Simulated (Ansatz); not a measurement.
HgSe:

```xyz
2
Lattice="0.0000 3.0390 3.0390 3.0390 0.0000 3.0390 3.0390 3.0390 0.0000" Properties=species:S:1:pos:R:3 pbc="T T T"
Hg    0.0000    0.0000    0.0000
Se    4.5585    4.5585    4.5585
```

Below is the output of Ansatz 0.2.0 for this cell. Logs are shortened: lines on timing, memory, paths and dates and some standing lists are left out, and cuts for length are marked.

```text
Warning: RAYON_NUM_THREADS=1 ignored (pool sized by the plan → 1); use --threads N
LAPW: plane waves up to 8.002 Å⁻¹, error target 3.0e-3 eV per atom; small_component_spin mean_spin; Se in spheres of 1.250 Å, 24 of its electrons in bands, Dirac shells []; Hg in spheres of 1.382 Å, 44 of its electrons in bands, Dirac shells [] (how accurate: hamiltonian.pseudopotentials.lapw.basis_error, Limitations)
Engine: ansatz 0.2.0, aarch64-unknown-linux-gnu
Pseudopotentials: kind: all_electron
Pseudopotential: Hg, LAPW, valence charge 44, lapw/all_electron/scalar/gaussian/Hg, Koelling and Harmon's equation, gaussian nucleus
Pseudopotential: Se, LAPW, valence charge 24, lapw/all_electron/scalar/gaussian/Se, Koelling and Harmon's equation, gaussian nucleus
Functional definition: PBE
  parameter kappa = 0.804
  parameter beta = 0.06672455060314922
  exchange = pbe_x(kappa = kappa, mu = beta*pi^2/3)
  correlation = pbe_c(beta = beta)
Crystal: 2 atoms, lattice volume = 56.133 Å³
Basis set: ecut = 243.97208344326586 eV, 531 PW (Γ), exchange–correlation at level 2
Bands: 41, of which v1, the nominal top of the filled ones, is band 34 counted from 1 (33 counted from 0)
Symmetry: 24 space group operations
Space group: F-43m (ITA 216), of the structure as read, at distance tolerance 3.8e-5 Å
k-points: 16 of 216 (time reversal used)
Non-local potential: Hg, projectors of the file, none
Non-local potential: Se, projectors of the file, none
[... 12 lines left out ...]
SCF iter   7: F=-599955.867526 eV  HF=-599955.867526 eV  |F-HF|=8.30e-8  |Δ(HF+E_count)|=   1.30e-6  Δρ=8.66e-6  dr2=2.82e-8  ethr=1.08e-9  ⟨swp⟩=3.0  Hψ=1999  notcnv=0
SCF 1 converged in 7 iterations: F = -599955.867526 eV  dr2 = 2.82e-8
SCF converged after 7 iterations
Free energy (F): -599955.867526 eV
Harris-Foulkes:  -599955.867526 eV  (|F-HF|=8.30e-8)
Internal energy: -599955.866791 eV  (E = F + TS)
E sigma→0 (E₀):  -599955.867158 eV
Entropy (-TS):   -0.000736 eV (-0.368 meV/atom)
Fermi energy:    10.503003 eV
--- Per-component energies (eV) ---
  E_band       = -6518.259355
  E_kinetic    = 678426.582365
  E_xc         = -12531.994629
  E_electrostatic = -1265850.454527  (all electrons and nuclei)
  E_smearing   = -0.000736  (= −TS)
  E_closure    = 0.000000  (closes the sum)
  E_atoms      = -599951.844418  (free atoms, spherical and without spin; not in F)
  Σ components = -599955.867526   (vs F -599955.867526, Δ=0.00e0)
  Basis errors (estimates in eV, not in F): energy 1.2e-3 per atom: plane waves 1.2e-3 (6.9e-4 summed), levels above the bands 1.2e-125, relativity 2.6e-7, radial functions 7.6e-5, core shells 2.7e-8; eigenvalues (radial functions only) 4.6e-6; not estimated: angular momenta, meshes, grids; target (lapw.basis_error) 3.0e-3; muffin-tin radii Se 1.250 Å, Hg 1.382 Å
--- Forces (eV/Å), atoms counted from 1 ---
  atom   1  Hg     0.00000000    -0.00000000     0.00000000
  atom   2  Se    -0.00000000     0.00000000     0.00000000
  max |Σ_I F_I| component: 1.85e-17 eV/Å
--- Stress (GPa, compression-positive) ---
        4.773966       0.000000      -0.000000
        0.000000       4.773966       0.000000
       -0.000000       0.000000       4.773966
  P = ⅓ Tr σ = 4.7740 GPa (47.740 kbar)
--- Band table (eV; the first three rows and the last of 16) ---
  k-point 0: bands = ["-334.2472", "-334.2472", "-334.2447", "-334.2447", "-334.2447", "-197.3571", "-136.8237", "-136.8237", "-136.8237", "-104.0143", "-81.9465", "-81.9465", "-81.9465", "-81.9451", "-81.9451", "-81.9451", "-81.9435", "-52.4799", "-52.4799", "-52.4799", "-37.0366", "-37.0366", "-37.0366", "-37.0333", "-37.0333", "-3.0020", "3.2918", "3.2918", "3.2918", "4.0387", "4.0387", "9.5439", "10.4747", "10.4747", "10.4747", "15.9703", "15.9703", "15.9703", "18.9939", "21.8362", "21.8362"]
  k-point 1: bands = ["-334.2472", "-334.2472", "-334.2447", "-334.2447", "-334.2447", "-197.3571", "-136.8237", "-136.8237", "-136.8237", "-104.0143", "-81.9465", "-81.9465", "-81.9465", "-81.9451", "-81.9451", "-81.9451", "-81.9435", "-52.4800", "-52.4799", "-52.4799", "-37.0366", "-37.0365", "-37.0365", "-37.0332", "-37.0332", "-2.8870", "3.3434", "3.3434", "3.3500", "4.0362", "4.0362", "8.1753", "10.2072", "10.2072", "11.3025", "15.5835", "16.3227", "16.3227", "20.2305", "20.7308", "20.7308"]
  k-point 2: bands = ["-334.2472", "-334.2472", "-334.2447", "-334.2447", "-334.2447", "-197.3571", "-136.8237", "-136.8237", "-136.8237", "-104.0143", "-81.9465", "-81.9465", "-81.9465", "-81.9451", "-81.9451", "-81.9451", "-81.9435", "-52.4802", "-52.4799", "-52.4799", "-37.0367", "-37.0365", "-37.0365", "-37.0332", "-37.0332", "-2.6464", "3.4314", "3.4314", "3.6858", "4.0579", "4.0579", "6.2830", "9.7239", "9.7239", "11.6147", "16.4766", "16.7101", "16.7101", "19.7329", "21.0043", "21.0043"]
  k-point 15: bands = ["-334.2472", "-334.2472", "-334.2447", "-334.2447", "-334.2447", "-197.3571", "-136.8237", "-136.8237", "-136.8237", "-104.0143", "-81.9465", "-81.9465", "-81.9465", "-81.9451", "-81.9451", "-81.9451", "-81.9435", "-52.4802", "-52.4801", "-52.4801", "-37.0368", "-37.0366", "-37.0365", "-37.0333", "-37.0332", "-2.3593", "3.5530", "3.7143", "3.8672", "4.0752", "4.6003", "5.2253", "7.8304", "8.0757", "13.8707", "14.6971", "17.7242", "18.2039", "20.6160", "22.8195", "23.0209"]
```

Q: What input gives this log?

A: Single point with PBE, no spin polarisation. The files as run (others can give the same):

input.yaml
```yaml
crystal:
  lattice:
    - [0.0, 3.039, 3.039]
    - [3.039, 0.0, 3.039]
    - [3.039, 3.039, 0.0]
  atoms:
    - { symbol: Hg, position: [0.0, 0.0, 0.0] }
    - { symbol: Se, position: [0.75, 0.75, 0.75] }
kpoints:
  mp_grid: { grid: [6, 6, 6] }
scf:
  occupations: { method: fermi_dirac, width: 0.04 }
hamiltonian:
  xc: pbe
  pseudopotentials: { kind: all_electron, lapw: { basis_error: 0.003 } }
output:
  forces: true
  stress: true
  eigenvalues: true
```

Potentials or basis: all-electron LAPW, scalar-relativistic.
Command:
```bash
$ ansatz run input.yaml --threads 1 --pin off --max-ram 2560MiB --backend cpu --events-out ev --progress --plain --runs-dir out
```

Caveat: the k mesh is thin for a metal, which can move the energy by tens of meV per atom.
